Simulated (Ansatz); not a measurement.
# CO2: a single-point run

Aim: a sound single-point run of CO2. The structure is shown as the input types it.

Computed with Ansatz 0.2.0 (density functional or hybrid calculation with the settings of its input, plane waves (as first typed), unless a step's input says otherwise).

### 1 The system as given

It takes space group I-42d (No. 122, tetragonal). Conventional cell: a = 3.910 Å, b = 3.910 Å, c = 5.935 Å, α = 90.00°, β = 90.00°, γ = 90.00°. C (site symmetry -4) is surrounded by 4 O at 1.39 Å. O (site symmetry 2) is surrounded by 2 C at 1.39 Å.

As a file:

```cif
data_structure
_symmetry_space_group_name_H-M 'P 1'
_symmetry_Int_Tables_number 1
_cell_length_a 4.0556
_cell_length_b 4.0556
_cell_length_c 4.0556
_cell_angle_alpha 122.367
_cell_angle_beta 122.367
_cell_angle_gamma 85.947
_cell_volume 45.36
loop_
_atom_site_label
_atom_site_type_symbol
_atom_site_fract_x
_atom_site_fract_y
_atom_site_fract_z
_atom_site_occupancy
C1 C 0.00000 0.00000 0.00000 1
C2 C 0.75000 0.25000 0.50000 1
O1 O 0.37500 0.29235 0.41735 1
O2 O 0.70765 0.12500 0.08265 1
O3 O 0.87500 0.95765 0.58265 1
O4 O 0.04235 0.62500 0.91735 1
```

### 2 Running it

The input, input.yaml:

```yaml
crystal:
  lattice:
    - [-1.9548127153, 1.9548127153, 2.9673315043]
    - [1.9548127153, -1.9548127153, 2.9673315043]
    - [1.9548127153, 1.9548127153, -2.9673315043]
  atoms:
    - { symbol: C, position: [0.0, 0.0, 0.0] }
    - { symbol: C, position: [0.75, 0.25, 0.5] }
    - { symbol: O, position: [0.375, 0.2923507872, 0.4173507872] }
    - { symbol: O, position: [0.7076492128, 0.125, 0.0826492128] }
    - { symbol: O, position: [0.875, 0.9576492128, 0.5826492128] }
    - { symbol: O, position: [0.0423507872, 0.625, 0.9173507872] }
kpoints:
  mp_grid: { grid: [6, 6, 6] }
hamiltonian:
  xc: pbesol
scf:
  occupations: { method: cold, width: 4 }
  n_extra_bands: 5
output:
  forces: true
  stress: true
  eigenvalues: true
```

On the command line:

```sh
> ansatz run input.yaml --threads 4 --pin off --max-ram 4608MiB --backend cpu --events-out ev --progress --plain --runs-dir out
```

Q: Will this input give a usable result? If not, why, and what should change?

The program finished normally, with warnings (smearing energy in gap). Its log warns: «on these k-points the computed levels leave a gap of 7.7310 eV at the electron count, 1.9 widths of the cold smearing (4.0000 eV) ...»

The suspect setting: scf.occupations.method is cold; scf.occupations.width is 4. Occupations are smeared over electronvolts, wider than many features of the bands.

To check: delete scf.occupations.width (the default then holds) and set scf.occupations.method to fixed.
